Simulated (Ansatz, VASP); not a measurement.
## One calculation of Ge, two programs

```xyz
2
Lattice="-2.4806 2.6845 1.5065 2.4878 -2.6271 1.4131 2.5425 2.6854 -1.4005" Properties=species:S:1:pos:R:3 pbc="T T T"
Ge    2.4588   -1.2297    1.1857
Ge    0.0910    3.9725    0.3335
```

Change from the starting cell: all atoms moved at random, cell strained at random.

Alike in both runs: task single point; functional PBE; k mesh 14 × 14 × 10; occupations gaussian, width 0.1 eV; no spin polarisation.

|  | VASP | Ansatz |
| --- | --- | --- |
| version | VASP 6.6.1 | Ansatz 0.2.0 |
| potentials or method | VASP PAW PBE potentials, release 64 (Ge_d) | scalar-relativistic, plane waves, PAW |
| plane-wave cutoff (eV) | 520 | 420 |
| valence electrons in the cell | 28 | 28 |

VASP gave:

- gap on the k mesh at the Fermi level (eV): none
- pressure (GPa): -0.7
- largest component of the traceless stress (GPa): 1.54
- rms of the force components (eV/Å): 0.245

**Question.** Which values does Ansatz return?

**Answer.** gap on the k mesh at the Fermi level (eV): none; pressure (GPa): -0.6; largest component of the traceless stress (GPa): 1.54; rms of the force components (eV/Å): 0.244.

Atom by atom the forces differ by 0.001 eV/Å (rms over components). A gap of «none» marks a metal or a gap that the smearing closes. The functional is the same, so the differences come from potentials, cutoffs and numerics.
